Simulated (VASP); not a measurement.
A run of VASP 6.6.1:

INCAR

```
ALGO     = Normal         # electronic algorithm
EDIFF    = 1E-6           # SCF threshold, eV
ENCUT    = 520            # plane-wave cutoff, eV
ISIF     = 2              # what is computed and relaxed
ISMEAR   = 0              # smearing method
ISPIN    = 2              # spin polarisation
LASPH    = True           # aspherical terms in the spheres
LCHARG   = True           # write CHGCAR
LDAU     = True           # DFT+U
LDAUJ    = 0 0          
LDAUL    = 2 -1           # shell
LDAUPRINT= 1            
LDAUTYPE = 2            
LDAUU    = 5 0            # U, eV
LELF     = True           # ELF
LMAXMIX  = 4              # l up to which the mixer works
LMIXTAU  = True         
LORBIT   = 11             # projections on sites
LREAL    = False          # projectors in reciprocal space
LVHAR    = True         
LWAVE    = False          # write WAVECAR
MAGMOM   = 0 0            # initial moments
METAGGA  = R2SCAN         # meta-GGA
NELM     = 150            # most SCF steps
PREC     = Accurate       # precision mode
SIGMA    = 0.05           # smearing width, eV
```

Contents of KPOINTS:

```
k-points
0
Gamma
  7 7 7
```

POSCAR

```
MnO
1.0
    0.0000000000      2.2220003300      2.2220003300
    2.2220003300      0.0000000000      2.2220003300
    2.2220003300      2.2220003300      0.0000000000
Mn O
1 1
Direct
    0.0000000000      0.0000000000      0.0000000000
    0.5000000000      0.5000000000      0.5000000000
```

Potentials or basis: VASP PAW PBE potentials, release 64 (Mn_pv, O).

The run is started by

```console
$ cat potpaw_PBE.64/Mn_pv/POTCAR potpaw_PBE.64/O/POTCAR > POTCAR
$ mpirun -np 1 vasp_std > vasp.out
```

Hardware: 1 thread of Intel(R) Xeon(R) 6975P-C (Granite Rapids) (shared host).

Problem. Estimate the wall time of this run.

Solution. It took 32 s on 1 thread of Intel(R) Xeon(R) 6975P-C (Granite Rapids) (shared host), peak memory 0.15 GiB. Counts: scf iterations 21, k points 20.
